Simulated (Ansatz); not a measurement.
Crystal: SnTe.

```
Te Sn
1.0
     0.00000    3.61115    3.61115
     3.61115    0.00000    3.61115
     3.61115    3.61115    0.00000
Te Sn
1 1
Cartesian
  1.8056 1.8056 1.8056
  0.0000 0.0000 0.0000
```

Measurements of this composition are mostly on another form, of space group No. 225.

```yaml
Program: Ansatz 0.2.0
Task: single point
Functional: PBE
Potentials_or_basis: all-electron LAPW, scalar-relativistic
Cutoff: 189 eV (chosen from the basis error)
Basis_error_allowed: 0.001 eV/atom
k_mesh: 7 × 7 × 7
Occupations: fermi-dirac, width 0.05 eV
Spin: no spin polarisation
```

On this cell: pressure 0.0 GPa; largest force zero by symmetry; band gap on the k mesh 0.33 eV, indirect (least direct gap 0.83 eV).

The same run follows on a disturbed copy (atoms moved at random, drawn with an rms of 0.05 Å):

```
Te Sn
1.0
     0.00000    3.61115    3.61115
     3.61115    0.00000    3.61115
     3.61115    3.61115    0.00000
Te Sn
1 1
Direct
  0.25104 0.25696 0.24113
  0.00788 0.99528 0.99274
```

Problem. What changes?

Solution. The energy moves by +1.6 meV/atom; pressure 0.0 GPa; largest force 0.125 eV/Å; band gap on the k mesh 0.31 eV, indirect (least direct gap 0.83 eV).

Forces on the atoms (eV/Å):
```
Te  -0.089  0.075 -0.046
Sn   0.089 -0.075  0.046
```

Stress tensor (GPa, compression positive):
```
-0.04 -0.11  0.18
-0.11 -0.04 -0.22
 0.18 -0.22 -0.03
```

Caveats: spin-orbit coupling is left out, which moves the levels of the heavy elements; an odd mesh through Γ misses points on the zone boundary, where band edges often lie.
